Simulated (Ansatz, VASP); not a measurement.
# Hf in VASP and in Ansatz

```
Hf
1.0
     2.93311    0.00000    0.00000
     0.00000    2.93311    0.00000
     0.00000    0.00000    2.93311
Hf
1
Direct
  0.50000 0.50000 0.50000
```

The cell was built by a generator and needn't be a form met in nature.

Alike in both runs: task single point; functional PBE; k mesh 9 × 9 × 9; occupations fermi-dirac, width 0.05 eV; no spin polarisation.

|  | VASP | Ansatz |
| --- | --- | --- |
| version | VASP 6.6.1 | Ansatz 0.2.0 |
| potentials or method | VASP PAW PBE potentials, release 64 (Hf_pv) | Ansatz PAW |
| plane-wave cutoff (eV) | 520 | 420 |
| valence electrons in the cell | 10 | 26 |

Ansatz gave:

* gap on the k mesh at the Fermi level (eV): none
* pressure (GPa): -1.4

Problem. Which values does VASP return?

Solution. gap on the k mesh at the Fermi level (eV): none; pressure (GPa): -1.6.

A gap of «none» marks a metal or a gap that the smearing closes. The two sets of potentials don't hold the same shells in valence.

The runs have no spin-orbit coupling, so splittings on Hf are missing.
